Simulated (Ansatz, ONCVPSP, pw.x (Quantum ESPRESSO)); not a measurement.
# Ta (Z = 73): does the ONCV potential hold in the solid?

- Element: tantalum (Ta)
- Generator: ONCVPSP 4.0.1.1 (patched build)
- Type: optimised norm-conserving Vanderbilt (ONCV)
- Functional: PBE
- Relativity: scalar-relativistic
- Frozen core: [Kr] 4d10 4f14
- Valence charge: 13
- Reference configuration: 5s2 5p6 5d3 6s1.5 6p0.5
- Partial waves: 5s+6s: rc 1.80 bohr, ncon 5, nbas 9, qcut 6.8 1/bohr, 2 projectors; 5p+6p: rc 2.10 bohr, ncon 4, nbas 8, qcut 7 1/bohr, 3 projectors, debl 0.8 Ha; 5d: rc 2.55 bohr, ncon 4, nbas 9, qcut 7.3 1/bohr, 2 projectors, debl 1.7 Ha
- Local potential: polynomial inside 1.20 bohr (lpopt 3, dvloc0 -1 Ha)
- Core correction: Teter function, fcfact 2.75, rcfact 1.8

Atomic tests: cutoffs needed: 19 Ha and 22 Ha (the cutoffs (Ha) at which the residual kinetic energy of the hardest occupied pseudo-wave falls to 1 and 0.1 mHa per electron); ghost test: no bound ghost flagged; GHOST(+) flagged for s at 182.7 eV; largest excitation error: -38 meV (all-electron minus pseudo) for 5s2 5p6 5d3 6s0 6p0, out of 4 test configurations.

Crystal test: sc Ta in pw.x 7.5, no spin, 12³ k-points, Fermi–Dirac smearing 0.01 Ry, cutoffs 55/220 Ry. The reference is all-electron LAPW (Ansatz 0.2.0) with the same functional, mesh and smearing; V0 and B0 come from Birch–Murnaghan fits to the pressures at five volumes. Errors are pseudo minus all-electron; Δ is the rms difference of the E(V) curves that follow from these fits, minima aligned, over ±6 % about the mean V0. Mesh and smearing are coarse, so the numbers serve the comparison and aren't converged zero-temperature values; the lattice is a test structure that the element need not adopt.

All-electron: a0 = 2.742 Å (V0 = 20.63 Å³/atom), B0 = 143.1 GPa.

Problem. How far does the potential miss the all-electron equation of state?

Solution. mean pressure error (GPa): -1.36; a0 (Å): 2.734; a0 error (%): -0.30; B0 error (%): -0.8; Δ (meV/atom): 5.8.

```
V (Å³/atom)  P all-electron (GPa)  P pseudo (GPa)
     19.357                 10.29            8.57
     19.867                  5.78            4.27
     20.376                  1.79            0.46
     20.885                 -1.75           -2.92
     21.395                 -4.87           -5.94
```

Problem. At the middle volume, how do free energy and pressure move when the wave cutoff is lowered (ecutrho kept at four times it)?

Solution.

```tsv
cutoff (Ry)	shift of F (meV/atom)	shift of P (GPa)
25	+1561.7	-43.04
33	+236.9	-10.91
44	+4.8	-0.50
```

The run at the middle volume (84 k-points, 8 iterations) took about 17 s on one core of a shared host (Neoverse-N1, 64 threads, 124 GiB, load 58).
